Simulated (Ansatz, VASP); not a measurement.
## Pt: VASP beside Ansatz

```xyz
1
Lattice="0.0000 1.9636 1.9636 1.9636 0.0000 1.9636 1.9636 1.9636 0.0000" Properties=species:S:1:pos:R:3 pbc="T T T"
Pt    0.0000    0.0000    0.0000
```

Alike in both runs: functional PBEsol; k mesh 18 × 18 × 18; occupations gaussian, width 0.1 eV; no spin polarisation.

Ansatz relaxed the structure, and its values are those at the end. VASP's run is a single point on that final structure, the one shown.

|  | VASP | Ansatz |
| --- | --- | --- |
| version | VASP 6.6.1 | Ansatz 0.2.0 |
| potentials or method | VASP PAW PBE potentials, release 64 (Pt) | scalar-relativistic, plane waves, PAW |
| plane-wave cutoff (eV) | 520 | 420 |
| valence electrons in the cell | 10 | 18 |

```csv
,VASP,Ansatz,Ansatz less VASP
gap on the k mesh at the Fermi level (eV),none,none,-
pressure (GPa),-2.4,-2.0,+0.42
```

A gap of «none» marks a metal or a gap that the smearing closes. The functional is the same, so the differences come from potentials, cutoffs and numerics. The two sets of potentials don't hold the same shells in valence.

Caveats: the PAW data sets were made with another functional, which shifts forces and pressure a little (VASP). Spin-orbit coupling is left out, which matters for the levels of Pt.
